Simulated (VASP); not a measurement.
A run of VASP 6.6.1 is set up as follows.

Contents of INCAR:

```
SYSTEM = BeTe
PREC     = Accurate       ! precision mode
ENCUT    = 600            ! plane-wave cutoff, eV
EDIFF    = 1E-7           ! SCF threshold, eV
ISMEAR   = 0              ! smearing method
SIGMA    = 0.03           ! smearing width, eV
LREAL    = .FALSE.        ! projectors in reciprocal space
LASPH    = .TRUE.         ! aspherical terms in the spheres
NELM     = 80             ! most SCF steps
ALGO     = Normal         ! electronic algorithm
ISIF     = 2              ! what is computed and relaxed
LWAVE    = .FALSE.        ! write WAVECAR
LCHARG   = .FALSE.        ! write CHGCAR
METAGGA  = R2SCAN         ! meta-GGA
LMIXTAU  = .TRUE.       
IBRION   = 2              ! ionic algorithm
NSW      = 40             ! ionic steps
EDIFFG   = -0.01          ! ionic threshold
```

File KPOINTS:

```
Automatic mesh
0
G
  8 8 8
  0 0 0
```

The input POSCAR:

```
BeTe                                    
1.0
    0.0000000000      2.8498330573      2.8498330573
    2.8498330573      0.0000000000      2.8498330573
    2.8498330573      2.8498330573      0.0000000000
  Be              Te            
     1     1
Direct
     0.0000000000000000    0.0000000000000000    0.0000000000000000
     0.2500000000000000    0.2500000000000000    0.2500000000000000
```

Potentials or basis: VASP PAW PBE potentials, release 64 (Be, Te).

Run with:

```console
$ cat potpaw_PBE.64/Be/POTCAR potpaw_PBE.64/Te/POTCAR > POTCAR
$ mpirun -np 1 vasp_std > vasp.out
```

Q: Estimate the band gap on the k mesh.

A: 2.42 eV, indirect (least direct gap 4.05 eV).

Final structure:
```xyz
2
Lattice="0.0000 2.8498 2.8498 2.8498 0.0000 2.8498 2.8498 2.8498 0.0000" Properties=species:S:1:pos:R:3 pbc="T T T"
Be    0.0000    0.0000    0.0000
Te    1.4249    1.4249    1.4249
```

Caveat: the relaxation stopped at its first step, so nothing moved; spin-orbit coupling is left out, which moves the levels of the heavy elements. A k mesh can miss the band edges.
